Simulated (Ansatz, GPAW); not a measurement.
This is a calculation of Si for GPAW 26.7.0 (ASE script). This isn't the form of Si at room conditions, which is diamond.

Contents of run.py:

```python
from ase.calculators.mixing import SumCalculator
from ase.dft.bandgap import bandgap
from ase.io import read, write
from ase.units import GPa
from dftd4.ase import DFTD4
from gpaw import GPAW, PW, setup_paths

setup_paths.insert(0, '.')

atoms = read('POSCAR')

calc = GPAW(mode=PW(600),
            xc='PBEsol',
            kpts={'size': (11, 11, 11), 'gamma': True},
            occupations={'name': 'methfessel-paxton', 'order': 0, 'width': 0.1},
            nbands=11,
            convergence={'density': 1e-05, 'energy': 1e-05},
            maxiter=150,
            txt='gpaw.txt')
atoms.calc = SumCalculator([calc, DFTD4(method='pbesol')])
energy = atoms.get_potential_energy()
forces = atoms.get_forces()
stress = atoms.get_stress()
calc.write('gs.gpw')
write('result.traj', atoms)
print(f'Energy: {energy:.6f} eV')
print('Forces (eV/A):')
print(forces.round(4))
print('Stress (GPa):', (stress / GPa).round(3))
print('Fermi level:', round(calc.get_fermi_level(), 4), 'eV')
print(f'Gap: {bandgap(calc)[0]:.4f} eV, direct: {bandgap(calc, direct=True)[0]:.4f} eV')
```

Contents of POSCAR:

```
Si
1.0
   -2.3687880000      2.3842520000      1.3347730000
    2.3700060000     -2.3768840000      1.3238010000
    2.3615660000      2.3696630000     -1.3216290000
Si
2
Direct
    0.5000000000      0.5000000000      0.0000000000
    0.2500000000      0.7500000000      0.5000000000
```

Potentials or basis: PAW data sets generated in the run's folder for this functional, pw.

Command:

```bash
$ gpaw-setup -f PBEsol Si
$ OMP_NUM_THREADS=1 python run.py
```

Q: Translate it to Ansatz 0.2.0. Potentials or basis there: all-electron LAPW, scalar-relativistic.

A: As run (cutoffs and basis follow the program's own potentials, and thresholds, step limits or extra output files can differ):

The input input.yaml:

```yaml
crystal:
  lattice:
    - [-2.368788, 2.384252, 1.334773]
    - [2.370006, -2.376884, 1.323801]
    - [2.361566, 2.369663, -1.321629]
  atoms:
    - { symbol: Si, position: [0.5, 0.5, 0.0] }
    - { symbol: Si, position: [0.25, 0.75, 0.5] }
kpoints:
  mp_grid: { grid: [11, 11, 11] }
scf:
  occupations: { method: gaussian, width: 0.1 }
hamiltonian:
  xc: pbesol
  dispersion: d4
  pseudopotentials: { kind: all_electron, lapw: { basis_error: 0.001 } }
output:
  forces: true
  stress: true
  eigenvalues: true
```

Potentials or basis: all-electron LAPW, scalar-relativistic.

Command:

```sh
$ ansatz run input.yaml --threads 1 --pin off --max-ram 3072MiB --backend cpu --events-out ev --progress --plain --runs-dir out
```

Both were run:

|  | GPAW | Ansatz |
| --- | --- | --- |
| Pressure | -1.4 GPa | -1.8 GPa |

Where Ansatz's input types no cutoff or centring, it takes its own default and a Γ-centred mesh.

Pressure is positive in compression.
